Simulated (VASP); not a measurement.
# C (Fd-3m) in VASP: dielectric tensor with PBE+D3(BJ)

Aim: the dielectric tensor of C with PBE+D3(BJ).

Everything below comes from runs of VASP 6.6.1. Logs are shortened: lines on timing, memory, paths and dates and some standing lists are left out, and cuts for length are marked.

## (1) The crystal as given

It takes space group Fd-3m (No. 227, cubic). Conventional cell: a = 3.559 Å, b = 3.559 Å, c = 3.559 Å, α = 90.00°, β = 90.00°, γ = 90.00°. C (site symmetry -43m) has 4 C at 1.54 Å as nearest neighbours.

This isn't the form of C at room conditions, which is graphite.

## (2) Dielectric tensor, PBE+D3(BJ)

File INCAR:

```
SYSTEM = C
PREC     = Accurate       ! precision mode
ENCUT    = 520            ! plane-wave cutoff, eV
EDIFF    = 1E-7           ! SCF threshold, eV
ISMEAR   = 0              ! smearing method
SIGMA    = 0.02           ! smearing width, eV
LREAL    = .False.        ! projectors in reciprocal space
LASPH    = .True.         ! aspherical terms in the spheres
NELM     = 100            ! most SCF steps
ALGO     = Normal         ! electronic algorithm
ISIF     = 2              ! what is computed and relaxed
LWAVE    = .False.        ! write WAVECAR
LCHARG   = .False.        ! write CHGCAR
GGA      = PE             ! functional
IVDW     = 12             ! dispersion correction
LEPSILON = .True.         ! dielectric tensor by DFPT
```

File KPOINTS:

```
Automatic mesh
0
Gamma
  14 14 14
  0 0 0
```

File POSCAR:

```
C                                       
1.0
    0.0000000000      1.7793731038      1.7793731038
    1.7793731038      0.0000000000      1.7793731038
    1.7793731038      1.7793731038      0.0000000000
  C             
     2
Direct
     0.0000000000000000    0.0000000000000000    0.0000000000000000
     0.2500000000000000    0.2500000000000000    0.2500000000000000
```

Potentials or basis: VASP PAW PBE potentials, release 64 (C).

Started as:

```
cat potpaw_PBE.64/C/POTCAR > POTCAR
mpirun -np 1 vasp_std > vasp.out
```

OUTCAR:

```text
SYSTEM = C
   PREC = Accurate
   ENCUT = 520
   EDIFF = 1E-7
   ISMEAR = 0
   LREAL = .False.
   LASPH = .True.
   NELM = 100
   ISIF = 2
   GGA = PE
   IVDW = 12
   LEPSILON = .True.
 IVDW          = 12

 ion  position               nearest neighbor table
   1  0.000  0.000  0.000-   2 1.54   2 1.54   2 1.54   2 1.54
   2  0.250  0.250  0.250-   1 1.54   1 1.54   1 1.54   1 1.54

  LATTYP: Found a face centered cubic cell.
 ALAT       =     3.5587462076

  Lattice vectors:

 A1 = (   0.0000000000,   1.7793731038,   1.7793731038)
 A2 = (   1.7793731038,   0.0000000000,   1.7793731038)
 A3 = (   1.7793731038,   1.7793731038,   0.0000000000)

Analysis of symmetry for initial positions (statically):
=====================================================================
 Subroutine PRICEL returns:
 Original cell was already a primitive cell.

 Routine SETGRP: Setting up the symmetry group for a
 face centered cubic supercell.

 Subroutine GETGRP returns: Found 48 space group operations
 (whereof 24 operations were pure point group operations)
 out of a pool of 48 trial point group operations.

The static configuration has the point symmetry T_d .
 The point group associated with its full space group is O_h .

Analysis of symmetry for dynamics (positions and initial velocities):
=====================================================================
 Subroutine PRICEL returns:
 Original cell was already a primitive cell.

 Routine SETGRP: Setting up the symmetry group for a
 face centered cubic supercell.

 Subroutine GETGRP returns: Found 48 space group operations
 (whereof 24 operations were pure point group operations)
 out of a pool of 48 trial point group operations.

The dynamic configuration has the point symmetry T_d .
 The point group associated with its full space group is O_h .

 Subroutine INISYM returns: Found 48 space group operations
 (whereof 24 operations are pure point group operations),
 and found     1 'primitive' translations

----------------------------------------------------------------------------------------

                                     Primitive cell

  volume of cell :      11.2676

  direct lattice vectors                    reciprocal lattice vectors
     0.000000000  1.779373104  1.779373104    -0.280997841  0.280997841  0.280997841
     1.779373104  0.000000000  1.779373104     0.280997841 -0.280997841  0.280997841
     1.779373104  1.779373104  0.000000000     0.280997841  0.280997841 -0.280997841

  length of vectors
     2.516413576  2.516413576  2.516413576     0.486702537  0.486702537  0.486702537

  position of ions in fractional coordinates (direct lattice)
     0.000000000  0.000000000  0.000000000
     0.250000000  0.250000000  0.250000000

  ion indices of the primitive-cell ions
   primitive index   ion index
                 1           1
                 2           2

----------------------------------------------------------------------------------------

 KPOINTS: Automatic mesh

Automatic generation of k-mesh.
 Grid dimensions read from file:
 generate k-points for:   14   14   14

 Generating k-lattice:

  Cartesian coordinates                     Fractional coordinates (reciprocal lattice)
    -0.020071274  0.020071274  0.020071274     0.071428571  0.000000000  0.000000000
     0.020071274 -0.020071274  0.020071274     0.000000000  0.071428571  0.000000000
     0.020071274  0.020071274 -0.020071274     0.000000000  0.000000000  0.071428571

  Length of vectors
     0.034764467  0.034764467  0.034764467

  Shift w.r.t. Gamma in fractional coordinates (k-lattice)
     0.000000000  0.000000000  0.000000000

 Subroutine IBZKPT returns following result:
[... 71 lines left out ...]
  Fermi-wavevector in a.u.,A,eV,Ry     =   1.460476  2.759900 29.021099  2.132991
  Thomas-Fermi vector in A             =   2.576921
   LORBIT       =      0    0 simple, 1 ext, 2 COOP (PROOUT), +10 PAW based schemes
   GGA     = PE    functional components
   LHFCALC =     F    Hartree Fock is set to
   AEXX    =    0.0000 exact exchange contribution
   IVDW    =    12    specifies the selected vdW correction
   LEPSILON=     T    determine dielectric tensor
   LRPA    =     F    only Hartree local field effects (RPA)
 non-spin polarized calculation
 Gauss-broadening in eV      SIGMA  =   0.02
  energy-cutoff  :      520.00
  volume of cell :       11.27
 maximum number of plane-waves:       316
   NGX =  9   NGY =  9   NGZ =  9

--------------------------------------- Ionic step        1  -------------------------------------------

 number of electron       7.9999999 magnetization

 E-fermi :   9.9066     XC(G=0): -13.2847

 val. band max:        9.8277022375   @ k =   0.0000   0.0000   0.0000
 cond. band min:      13.9719779831   @ k =   0.3571   0.3571   0.0000
 fundamental gap:      4.1442757457
 Fermi energy:         9.9066311851

 k-point     1 :       0.0000    0.0000    0.0000
  band No.  band energies     occupation
      1     -11.7403      2.00000
      2       9.8277      2.00000
      3       9.8277      2.00000
      4       9.8277      2.00000
      5      15.4361      0.00000
      6      15.4361      0.00000
      7      15.4361      0.00000
      8      23.3143      0.00000
[... 243 lines left out ...]
 k-point    24 :       0.2857    0.1429    0.0000
  band No.  band energies     occupation
      1      -9.6787      2.00000
      2       3.7804      2.00000
      3       6.4873      2.00000
      4       7.2219      2.00000
      5      15.7672      0.00000
      6      19.8617      0.00000
      7      19.9488      0.00000
      8      22.2851      0.00000

 [... further k-points ...]

  FORCE on cell =-STRESS in cart. coord.  units (eV):
  Direction    XX          YY          ZZ          XY          YZ          ZX
  --------------------------------------------------------------------------------------
  -------------------------------------------------------------------------------------
  Total       0.00157     0.00157     0.00157     0.00000     0.00000    -0.00000
  in kB       0.22256     0.22256     0.22256     0.00000     0.00000    -0.00000
  external pressure =        0.22 kB  Pullay stress =        0.00 kB

 VOLUME and BASIS-vectors are now :
 -----------------------------------------------------------------------------
  energy-cutoff  :      520.00
  volume of cell :       11.27
      direct lattice vectors                 reciprocal lattice vectors
     0.000000000  1.779373104  1.779373104    -0.280997841  0.280997841  0.280997841
     1.779373104  0.000000000  1.779373104     0.280997841 -0.280997841  0.280997841
     1.779373104  1.779373104  0.000000000     0.280997841  0.280997841 -0.280997841

 POSITION                                       TOTAL-FORCE (eV/Angst)
 -----------------------------------------------------------------------------------
      0.00000      0.00000      0.00000         0.000000      0.000000      0.000000
      0.88969      0.88969      0.88969        -0.000000     -0.000000     -0.000000
 -----------------------------------------------------------------------------------
    total drift:                                0.000000      0.000000      0.000000

  FREE ENERGIE OF THE ION-ELECTRON SYSTEM (eV)
  ---------------------------------------------------
  free  energy   TOTEN  =       -18.5684554505 eV

  energy  without entropy=      -18.5684554505  energy(sigma->0) =      -18.56845545

 HEAD OF MICROSCOPIC STATIC DIELECTRIC TENSOR (INDEPENDENT PARTICLE, excluding Hartree and local field effects)
 ------------------------------------------------------
           5.944600     0.000000    -0.000000
          -0.000000     5.944600     0.000000
          -0.000000     0.000000     5.944600
 ------------------------------------------------------

 Free energy of the ion-electron system (eV)
  ---------------------------------------------------
  ---------------------------------------------------
  free energy    TOTEN  =        -0.16214793 eV

  energy without entropy =       -0.16214793

------------------------ aborting loop because EDIFF is reached ----------------------------------------

 Edisp (eV)   -0.38518

 E8    (eV) :    -0.1109
[... 7 lines left out ...]
 E8    (eV) :    -0.1109

--------------------------------------- Ionic step        3  -------------------------------------------

 Free energy of the ion-electron system (eV)
  ---------------------------------------------------
  ---------------------------------------------------
  free energy    TOTEN  =        -0.16214794 eV

  energy without entropy =       -0.16214794

------------------------ aborting loop because EDIFF is reached ----------------------------------------

 Edisp (eV)   -0.38518

 E8    (eV) :    -0.1109

 PIEZOELECTRIC TENSOR FIELD DIRECTION 3  (e Angst)
 -----------------------------------------------------------------------------
    -0.00015  0.00000  0.00000           ( -0.00000  0.00000  0.00000)
     0.00000 -0.00015  0.00000           (  0.00000 -0.00000  0.00000)
     0.00000  0.00000 -0.00015           (  0.00000  0.00000 -0.00001)

 PIEZOELECTRIC TENSOR FIELD DIRECTION 3  (C/m^2)
 -----------------------------------------------------------------------------
    -0.00022  0.00000  0.00000
     0.00000 -0.00022  0.00000
     0.00000  0.00000 -0.00021

 MACROSCOPIC STATIC DIELECTRIC TENSOR (including local field effects in DFT)
 ------------------------------------------------------
           5.837991    -0.000000     0.000000
           0.000000     5.837991     0.000000
           0.000000     0.000000     5.837991
 ------------------------------------------------------

 PIEZOELECTRIC TENSOR (including local field effects)  for field in x, y, z        (e  Angst)
          XX          YY          ZZ          XY          YZ          ZX
  --------------------------------------------------------------------------------
  x     0.00000     0.00000     0.00000     0.00000    -0.00000     0.00000
  y    -0.00000     0.00000    -0.00000     0.00000     0.00000    -0.00000
  z     0.00000     0.00000     0.00000     0.00000     0.00000     0.00000

 PIEZOELECTRIC TENSOR (including local field effects)  for field in x, y, z        (C/m^2)
          XX          YY          ZZ          XY          YZ          ZX
  --------------------------------------------------------------------------------
  x     0.00000     0.00000     0.00000     0.00000    -0.00000     0.00000
  y    -0.00000     0.00000    -0.00000     0.00000     0.00000    -0.00000
  z     0.00000     0.00000     0.00000     0.00000     0.00000     0.00000

 BORN EFFECTIVE CHARGES (including local field effects) (in |e|, cummulative output)
 ---------------------------------------------------------------------------------
 ion    1
    1     0.00000     0.00000     0.00000
    2     0.00000     0.00000     0.00000
    3     0.00000     0.00000     0.00000
 ion    2
    1     0.00000     0.00000     0.00000
    2     0.00000     0.00000    -0.00000
    3    -0.00000    -0.00000     0.00000
```

Run time: 2.2 min. Hardware: 1 thread of Intel Xeon Platinum 8259CL at 2.50GHz (Skylake/Cascade Lake), shared host; peak memory 0.18 GiB.

Results:

```
Band gap on the k mesh                  : 4.14 eV, indirect (least direct gap 5.61 eV)
Electronic dielectric tensor (diagonal) : 5.84
Born charges (mean of the diagonal)     : C +0.00 e
Dispersion energy per atom              : -0.193 eV
```

Electronic dielectric tensor:
```
5.84 0.00 0.00
0.00 5.84 0.00
0.00 0.00 5.84
```

Born effective charge tensors (e):
atom 1, C
```
0.00 0.00 0.00
0.00 0.00 0.00
0.00 0.00 0.00
```
atom 2, C
```
0.00 0.00 0.00
0.00 0.00 0.00
0.00 0.00 0.00
```

A k mesh can miss the band edges. A hybrid or GW would open this gap; PBE tends to underestimate it.
